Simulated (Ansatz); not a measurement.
## AlNi: frozen-core PAW against all-electron methods

```xyz
2
Lattice="2.8810 0.0000 0.0000 0.0000 2.8810 0.0000 0.0000 0.0000 2.8810" Properties=species:S:1:pos:R:3 pbc="T T T"
Al    0.0000    0.0000    0.0000
Ni    1.4405    1.4405    1.4405
```

Atoms are numbered in the order listed.

The cell is COD entry 9008802, as deposited and not checked against the literature; nothing was relaxed.

Levels of theory: DFT, PBE, PAW with Ansatz's default frozen-core files, scalar-relativistic (Ansatz 0.2.0); DFT, PBE, all-electron PAW with datasets made for the crystal, scalar-relativistic (Ansatz 0.2.0); DFT, PBE, all-electron LAPW, scalar-relativistic (Ansatz 0.2.0).

For PAW: a Γ-centred 14×14×14 k mesh, Fermi–Dirac smearing of 0.03 eV, cutoff 420 eV, spin-polarised from start moments Ni2 1.5 μB (the moments died away, and the run ended non-magnetic). The crystal-made all-electron datasets (AE datasets) take a cutoff of 280 eV at this cell. LAPW targets a basis error of 0.5 meV/atom. The Ansatz runs share mesh, smearing and spin set-up. Plane-wave (PAW) pressures include the program's estimate of the Pulay term.

Stress and pressure are positive in compression.

Levels count from the Fermi level.

| quantity | PAW | AE datasets | LAPW |
| --- | --- | --- | --- |
| pressure (GPa) | ? | 2.03 | 2.03 |
| highest filled level at M (eV) | -0.968 | -0.966 | -0.966 |
| lowest empty level at M (eV) | 1.489 | 1.496 | 1.496 |
| highest filled level at Γ (eV) | -1.500 | -1.498 | -1.498 |
| lowest empty level at Γ (eV) | 5.509 | 5.498 | 5.498 |
| highest filled level at R (eV) | -0.938 | -0.936 | -0.936 |
| lowest empty level at R (eV) | 1.992 | 1.998 | 1.998 |

(1) Fill in "PAW" for the row "pressure (GPa)".

Answers

(1) 2.08.
